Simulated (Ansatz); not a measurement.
Relaxed sheet of SnS₂:

```xyz
3
Lattice="3.6647 0.0000 0.0000 -1.8324 3.1737 0.0000 0.0000 0.0000 31.9126" Properties=species:S:1:pos:R:3 pbc="T T F"
S     0.0000    2.1158   14.4721
Sn    0.0000    0.0000   15.9563
S     1.8324    1.0579   17.4405
```

The calculation used Ansatz 0.2.0, DFT PBE+D3(BJ), scalar-relativistic, plane waves, PAW. Plane waves to 420 eV, a k mesh through Γ of 12×12×1 on the computed 3-atom cell and Gaussian smearing (0.02 eV); no spin polarisation. The sheet is isolated along c (Coulomb cut-off).

Atoms relax at each strain; stress is positive in compression. Unstrained: gap 1.58 eV, thickness 2.968 Å.

Task: How does it respond to biaxial strain of -4, -2, +2, +4, +7 %?

Result:
```
strain (%)  ΔE (meV/cell)  σxx (N/m)  σyy (N/m) gap thickness (Å)
        -4          116.0       4.39       4.39  1.42 eV          3.068
        -2           27.4       2.00       2.00  1.51 eV          3.017
        +2           25.3      -1.66      -1.66  1.61 eV          2.917
        +4           95.7      -2.99      -2.99  1.61 eV          2.865
        +7          270.7      -4.52      -4.52  1.44 eV          2.783
```